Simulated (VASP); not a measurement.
# Cl2C in VASP: reference runs

Aim: a first look at Cl2C with PBE, on the cell as given.

All numbers are computed with VASP 6.6.1; they aren't measurements. Logs are shortened: lines on timing, memory, paths and dates and some standing lists are left out, and cuts for length are marked.

**1. The molecule as given**

The cell holds a molecule in a box, 3 atoms: a = 12.000 Å, b = 11.000 Å, c = 11.000 Å, α = 90.00°, β = 90.00°, γ = 90.00°.

**2. Single point, PBE**

INCAR

```
SYSTEM = CCl2
PREC = Accurate ; ENCUT = 520
EDIFF = 1E-7 ; ISMEAR = 0
SIGMA = 0.01 ; LREAL = .FALSE.
LASPH = .TRUE. ; NELM = 80
ALGO = Normal ; ISIF = 2
LWAVE = .FALSE. ; LCHARG = .FALSE.
GGA = PE ; NBANDS = 16
```

KPOINTS

```
regular mesh
0
G
  1 1 1
  0 0 0
```

POSCAR

```
CCl2
1.0
   12.0000000000      0.0000000000      0.0000000000
    0.0000000000     11.0000000000      0.0000000000
    0.0000000000      0.0000000000     11.0000000000
Cl C
2 1
Direct
    0.5944916700      0.4570000000      0.5530363600
    0.4076750000      0.5700727300      0.4531454500
    0.4721333300      0.4337454500      0.4772090900
```

Potentials or basis: VASP PAW PBE potentials, release 64 (Cl, C).

On the command line:

```sh
cat potpaw_PBE.64/Cl/POTCAR potpaw_PBE.64/C/POTCAR > POTCAR
mpirun -np 1 vasp_gam > vasp.out
```

OUTCAR:

```text
SYSTEM = CCl2
   PREC = Accurate
   ENCUT = 520
   EDIFF = 1E-7
   ISMEAR = 0
   LREAL = .FALSE.
   LASPH = .TRUE.
   NELM = 80
   ISIF = 2
   GGA = PE

 ion  position               nearest neighbor table
   1  0.594  0.457  0.553-   3 1.71
   2  0.408  0.570  0.453-   3 1.71
   3  0.472  0.434  0.477-   1 1.71   2 1.71

  LATTYP: Found a simple tetragonal cell.
 ALAT       =    11.0000000000
 C/A-ratio  =     1.0909090909

  Lattice vectors:

 A1 = (   0.0000000000,  11.0000000000,   0.0000000000)
 A2 = (   0.0000000000,   0.0000000000,  11.0000000000)
 A3 = (  12.0000000000,   0.0000000000,   0.0000000000)

Analysis of symmetry for initial positions (statically):
=====================================================================
 Subroutine PRICEL returns:
 Original cell was already a primitive cell.

 Routine SETGRP: Setting up the symmetry group for a
 simple tetragonal supercell.

 Subroutine GETGRP returns: Found  1 space group operations
 (whereof  1 operations were pure point group operations)
 out of a pool of 16 trial point group operations.

The static configuration has the point symmetry C_1 .

Analysis of symmetry for dynamics (positions and initial velocities):
=====================================================================
 Subroutine PRICEL returns:
 Original cell was already a primitive cell.

 Routine SETGRP: Setting up the symmetry group for a
 simple tetragonal supercell.

 Subroutine GETGRP returns: Found  1 space group operations
 (whereof  1 operations were pure point group operations)
 out of a pool of 16 trial point group operations.

The dynamic configuration has the point symmetry C_1 .

 Subroutine INISYM returns: Found  1 space group operations
 (whereof  1 operations are pure point group operations),
 and found     1 'primitive' translations

----------------------------------------------------------------------------------------

                                     Primitive cell

  volume of cell :    1452.0000

  direct lattice vectors                    reciprocal lattice vectors
    12.000000000  0.000000000  0.000000000     0.083333333  0.000000000  0.000000000
     0.000000000 11.000000000  0.000000000     0.000000000  0.090909091  0.000000000
     0.000000000  0.000000000 11.000000000     0.000000000  0.000000000  0.090909091

  length of vectors
    12.000000000 11.000000000 11.000000000     0.083333333  0.090909091  0.090909091

  position of ions in fractional coordinates (direct lattice)
     0.594491670  0.457000000  0.553036360
     0.407675000  0.570072730  0.453145450
     0.472133330  0.433745450  0.477209090

  ion indices of the primitive-cell ions
   primitive index   ion index
                 1           1
                 2           2
                 3           3

----------------------------------------------------------------------------------------

 KPOINTS: regular mesh

Automatic generation of k-mesh.
 Grid dimensions read from file:
 generate k-points for:    1    1    1

 Generating k-lattice:

  Cartesian coordinates                     Fractional coordinates (reciprocal lattice)
     0.083333333  0.000000000  0.000000000     1.000000000  0.000000000  0.000000000
     0.000000000  0.090909091  0.000000000     0.000000000  1.000000000  0.000000000
     0.000000000  0.000000000  0.090909091     0.000000000  0.000000000  1.000000000

  Length of vectors
     0.083333333  0.090909091  0.090909091

  Shift w.r.t. Gamma in fractional coordinates (k-lattice)
     0.000000000  0.000000000  0.000000000

 Subroutine IBZKPT returns following result:
 ===========================================

 Found      1 irreducible k-points:

 Following reciprocal coordinates:
            Coordinates               Weight
  0.000000  0.000000  0.000000      1.000000
   k-points           NKPTS =      1   k-points in BZ     NKDIM =      1   number of bands    NBANDS=     16
   number of dos      NEDOS =    301   number of ions     NIONS =      3
   total plane-waves  NPLWV = 635040
   dimension x,y,z NGX =    90 NGY =   84 NGZ =   84
   dimension x,y,z NGXF=   180 NGYF=  168 NGZF=  168
   ions per type =               2   1
   NGX,Y,Z   is equivalent  to a cutoff of  12.47, 12.70, 12.70 a.u.
   NGXF,Y,Z  is equivalent  to a cutoff of  24.94, 25.39, 25.39 a.u.
 SYSTEM =  CCl2
   PREC   = accura    normal or accurate (medium, high low for compatibility)
   ISTART =      0    job   : 0-new  1-cont  2-samecut
   ICHARG =      2    charge: 1-file 2-atom 10-const
   ISPIN  =      1    spin polarized calculation?
   LNONCOLLINEAR =      F non collinear calculations
   LSORBIT =      F    spin-orbit coupling
   LASPH  =      T    aspherical Exc in radial PAW
   ENCUT  =  520.0 eV  38.22 Ry    6.18 a.u.  22.31 20.45 20.45*2*pi/ulx,y,z
   NELM   =     80;   NELMIN=  2; NELMDL= -5     # of ELM steps
   EDIFF  = 0.1E-06   stopping-criterion for ELM
   LREAL  =      F    real-space projection
   EDIFFG = 0.1E-05   stopping-criterion for IOM
   NSW    =      0    number of steps for IOM
   IBRION =     -1    ionic relax: 0-MD 1-quasi-New 2-CG
   NFREE  =      0    steps in history (QN), initial steepest desc. (CG)
   ISIF   =      2    stress and relaxation
   ISYM   =      2    0-nonsym 1-usesym 2-fastsym
   POTIM  = 0.5000    time-step for ionic-motion
   TEBEG  =    0.0;   TEEND  =   0.0 temperature during run
   PSTRESS=    0.0 pullay stress
   NELECT =      18.0000    total number of electrons
   NUPDOWN=      -1.0000    fix difference up-down
   EMIN   =  10.00;   EMAX   =-10.00  energy-range for DOS
   EFERMI =   0.00;   METHOD = LEGACY
   ISMEAR =     0;   SIGMA  =   0.01  broadening in eV -4-tet -1-fermi 0-gaus
   EFERMI_NEDOS =   21; number of points for ismear=-14 and -15
   IALGO  =     38    algorithm
   IMIX   =      4    mixing-type and parameters
     AMIX     =   0.40;   BMIX     =  1.00
     AMIX_MAG =   1.60;   BMIX_MAG =  1.00
  volume/ion in A,a.u.               =     484.00      3266.19
  Fermi-wavevector in a.u.,A,eV,Ry     =   0.378887  0.715993  1.953193  0.143556
  Thomas-Fermi vector in A             =   1.312529
   LORBIT       =      0    0 simple, 1 ext, 2 COOP (PROOUT), +10 PAW based schemes
   GGA     = PE    functional components
   LHFCALC =     F    Hartree Fock is set to
   AEXX    =    0.0000 exact exchange contribution
   IVDW    =     0    specifies the selected vdW correction
   LEPSILON=     F    determine dielectric tensor
   LRPA    =     F    only Hartree local field effects (RPA)
 non-spin polarized calculation
 Gauss-broadening in eV      SIGMA  =   0.01
  energy-cutoff  :      520.00
  volume of cell :     1452.00
 maximum number of plane-waves:     19579
 NGX is ok and might be reduce to    90
   NGX = 45   NGY = 41   NGZ = 41

 number of electron      17.9999998 magnetization

 Free energy of the ion-electron system (eV)
  ---------------------------------------------------
  ext. energy  EPLUGINS =         0.00000000
  ---------------------------------------------------
  free energy    TOTEN  =       -10.54510675 eV

  energy without entropy =      -10.54510675  energy(sigma->0) =      -10.54510675

 E-fermi :  -5.7896     XC(G=0):  -0.8200

 val. band max:       -5.8580894499   @ k =   0.0000   0.0000   0.0000
 cond. band min:      -4.0523447783   @ k =   0.0000   0.0000   0.0000
 fundamental gap:      1.8057446716
 Fermi energy:        -5.7896173046

 k-point     1 :       0.0000    0.0000    0.0000
  band No.  band energies     occupation
      1     -23.3588      2.00000
      2     -21.3481      2.00000
      3     -14.9240      2.00000
      4     -11.5176      2.00000
      5     -10.1630      2.00000
      6      -9.9464      2.00000
[... 8 lines left out ...]
     15       0.9363      0.00000
     16       1.0118      0.00000

------------------------ aborting loop because EDIFF is reached ----------------------------------------

  FORCE on cell =-STRESS in cart. coord.  units (eV):
  Direction    XX          YY          ZZ          XY          YZ          ZX
  --------------------------------------------------------------------------------------
  -------------------------------------------------------------------------------------
  Total        0.6533750      0.4481676      0.1551329     -0.2367652     -0.0782819      0.3496794
  in kB        0.7209523      0.4945206      0.1711780     -0.2612533     -0.0863784      0.3858461
  external PRESSURE =       0.4622170 kB  Pullay stress =       0.0000000 kB

 VOLUME and BASIS-vectors are now :
 -----------------------------------------------------------------------------
  energy-cutoff  :      520.00
  volume of cell :     1452.00
      direct lattice vectors                 reciprocal lattice vectors
    12.000000000  0.000000000  0.000000000     0.083333333  0.000000000  0.000000000
     0.000000000 11.000000000  0.000000000     0.000000000  0.090909091  0.000000000
     0.000000000  0.000000000 11.000000000     0.000000000  0.000000000  0.090909091

 POSITION                                       TOTAL-FORCE (eV/Angst)
 -----------------------------------------------------------------------------------
      7.13390      5.02700      6.08340         0.351242      0.007939      0.193865
      4.89210      6.27080      4.98460        -0.217423      0.322554     -0.084989
      5.66560      4.77120      5.24930        -0.133819     -0.330493     -0.108876
 -----------------------------------------------------------------------------------
    total drift:                                0.000109     -0.000648     -0.000092

  FREE ENERGIE OF THE ION-ELECTRON SYSTEM (eV)
  ---------------------------------------------------
  free  energy   TOTEN  =       -10.5451067541 eV

  energy  without entropy=      -10.5451067541  energy(sigma->0) =      -10.54510675
```

Wall time 97 s (1 thread of Intel Xeon 6975P-C (Granite Rapids), shared host); peak memory 0.98 GiB.

Results:

```yaml
Free_energy: -10.5451 eV
Largest_force: 0.401 eV/Å
Gap_between_the_frontier_levels: 1.81 eV
```

Forces on the atoms (eV/Å):
```
Cl   0.351  0.008  0.194
Cl  -0.217  0.323 -0.085
C   -0.134 -0.330 -0.109
```

Levels at points of the mesh, in eV from the valence-band top:
| k point | band 7 | band 8 | band 9 | band 10 | band 11 | band 12 |
| --- | --- | --- | --- | --- | --- | --- |
| (0.00, 0.00, 0.00) | -2.64 | -1.88 | 0.00 | 1.81 | 4.94 | 5.59 |

A hybrid or GW would open this gap; PBE tends to underestimate it.
